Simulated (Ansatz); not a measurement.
**CdO2 under changes of volume**

One of the cells (14.470 Å³/atom); the others are scaled copies at fixed shape and fractional positions:

```
CELL_PARAMETERS angstrom
3.47623 0.00000 0.00000
-1.73811 3.01050 0.00000
0.00000 0.00000 4.14808
ATOMIC_POSITIONS crystal
Cd 0.00000 0.00000 0.00000
O 0.33333 0.66667 0.24422
O 0.66667 0.33333 0.75578
```

The cell comes from a database or a generator and needn't be the stable form of this composition.

| Property | Result |
| --- | --- |
| Program | Ansatz 0.2.0 |
| Functional | LDA |
| Potentials or basis | Ansatz PAW |
| Cutoff | 420 eV (not typed: the program's choice for these potentials) |
| k mesh | 9 × 9 × 7 |
| Occupations | fermi-dirac, width 0.05 eV |
| Spin | no spin polarisation |

```tsv
volume (Å³/atom)	energy over the lowest point (meV/atom)	pressure (GPa)	largest force (eV/Å)
13.602	0.00	-10.9	0.174
13.891	?	?	?
14.181	45.18	-13.8	0.396
14.470	71.29	-14.9	0.494
14.760	99.42	-15.9	0.583
15.049	129.18	-16.7	0.666
15.338	160.27	-17.5	0.742
```

**Question.** What does the run at 13.891 Å³/atom give?

**Answer.** Energy over the lowest point 21.29 meV/atom; pressure -12.4 GPa; largest force 0.290 eV/Å.

Worked out: A Birch-Murnaghan fit of order 3 (a polynomial in V^(-2/3)) to the other rows has no minimum within the range. It gives 21.23 meV/atom at 13.891 Å³/atom, against the run's 21.29, and -dE/dV = -12.5 GPa, against -12.4.

Energies are extrapolated to zero smearing.

Caveats: the PAW data sets come from PBE, with cores solved anew for the run's functional, which leaves a small shift of forces and pressure.
